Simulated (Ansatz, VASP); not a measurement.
## Two plane-wave programs on Ni

```
Ni
1.0
    -1.39845    1.39845    1.39845
     1.39845   -1.39845    1.39845
     1.39845    1.39845   -1.39845
Ni
1
Direct
  0.00000 0.00000 0.00000
```

The cell was built by a generator and needn't be a form met in nature.

Alike in both runs: task relaxation of cell and atoms; functional RPBE; k mesh 16 × 16 × 16; occupations fermi-dirac, width 0.1 eV; no spin polarisation.

|  | VASP | Ansatz |
| --- | --- | --- |
| version | VASP 6.6.1 | Ansatz 0.2.0 |
| potentials or method | VASP PAW PBE potentials, release 64 (Ni) | plane waves (420 eV) with PAW, scalar-relativistic |
| plane-wave cutoff (eV) | 600 | 420 |
| valence electrons in the cell | 10 | 18 |

```csv
,VASP,Ansatz,Ansatz less VASP
relaxed volume (Å³/atom),11.25,11.25,-0.006
relaxed cell length with the largest relative difference (Å),2.445,2.445,-0.0004
energy change over the relaxation (meV/atom),-5,-5,+0.1
```

The two sets of potentials don't hold the same shells in valence.

Caveats: the PAW data sets were made with another functional, which shifts forces and pressure a little (VASP); the run has no spin polarisation, though such a crystal can be magnetic. Spin polarisation is off, so any magnetic state and its effect on volume and gap are missing.
